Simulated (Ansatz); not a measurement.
Relaxed-ion elastic tensor of BeO (wurtzite, P6_3mc) in GPa (Voigt order), the program Ansatz at the PBE level (PAW); density 2.96 g/cm³, 7.01 Å³ per atom.

|  | 1 | 2 | 3 | 4 | 5 | 6 |
|---|---|---|---|---|---|---|
| 1 | 428 | 117 | 83.0 | 0.0 | 0.0 | 0.0 |
| 2 | 117 | 428 | 83.0 | 0.0 | 0.0 | 0.0 |
| 3 | 83.0 | 83.0 | 462 | 0.0 | 0.0 | 0.0 |
| 4 | 0.0 | 0.0 | 0.0 | 137 | 0.0 | 0.0 |
| 5 | 0.0 | 0.0 | 0.0 | 0.0 | 137 | 0.0 |
| 6 | 0.0 | 0.0 | 0.0 | 0.0 | 0.0 | 155 |

Problem. Is the crystal mechanically stable?

Solution. Yes: the smallest eigenvalue of C is 137 GPa.

Problem. Work out the Voigt, Reuss and Hill averages.

Solution. K_V = 209, K_R = 209, K_H = 209; G_V = 155, G_R = 153, G_H = 154 GPa.

Problem. Give Young's modulus, Poisson's ratio, Pugh's ratio and the universal anisotropy index.

Solution. E = 9KG/(3K + G) = 371 GPa; ν = 0.20; K/G = 1.36 (brittle by the Pugh limit of 1.75); A_U = 5G_V/G_R + K_V/K_R − 6 = 0.07.

Problem. Estimate the sound speeds and the Debye temperature.

Solution. v_l = √((K + 4G/3)/ρ) = 11800 m/s, v_t = √(G/ρ) = 7210 m/s, mean 7960 m/s; Θ = (h/k)(3n/4πV)^(1/3) v_m = 1240 K.

Problem. Solve the Christoffel equation for the three sound speeds along x, y, z.

Solution. Eigenvalues of C_ijkl n_j n_l equal ρv² (piezoelectric stiffening left out). In km/s, slowest first: x 6.81, 7.24, 12.02; y 6.81, 7.24, 12.02; z 6.81, 6.81, 12.49.

Problem. How much does each axis shrink under pressure?

Solution. Linear compressibilities β_i = Σ_j S_ij (j = 1 to 3): x 1.6, y 1.6, z 1.6 per TPa.

The PBE relaxation kept the symmetry of its start; phonons on a q-mesh show no instability.

Potentials: the later of the program's two PAW sets.
